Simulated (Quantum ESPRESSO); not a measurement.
CdS:

```
Cd S
1.0
     0.00000    2.75324    2.75324
     2.75324    0.00000    2.75324
     2.75324    2.75324    0.00000
Cd S
1 1
Direct
  0.00000 0.00000 0.00000
  0.50000 0.50000 0.50000
```

Measurements of this composition are mostly on another form, of space group No. 186.

```yaml
Program: Quantum ESPRESSO 7.5
Task: single point
Functional: PBE
Potentials_or_basis: SSSP 1.3 efficiency PBE
Cutoff: 816 eV
Density_cutoff: 6531 eV
k_mesh: 8 × 8 × 8
Occupations: fermi-dirac, width 0.05 eV
Spin: no spin polarisation
```

On this cell: pressure -0.4 GPa; largest force zero by symmetry; band gap on the k mesh 0.23 eV, indirect (least direct gap 1.54 eV).

The same run follows on a disturbed copy (atoms moved at random, drawn with an rms of 0.05 Å):

```
Cd S
1.0
     0.00000    2.75324    2.75324
     2.75324    0.00000    2.75324
     2.75324    2.75324    0.00000
Cd S
1 1
Direct
  0.00435 0.97727 0.01314
  0.50084 0.49397 0.49740
```

Q: What does the disturbed cell give?

A: The energy moves by +1.3 meV/atom; pressure -0.3 GPa; largest force 0.083 eV/Å; band gap on the k mesh 0.24 eV, indirect (least direct gap 1.53 eV).

Forces on the atoms (eV/Å):
```
Cd   0.003 -0.069  0.046
S   -0.003  0.069 -0.046
```

Stress tensor (GPa, compression positive):
```
-0.38  0.00  0.00
 0.00 -0.12  0.02
 0.00  0.02 -0.26
```

A k mesh can miss the band edges.
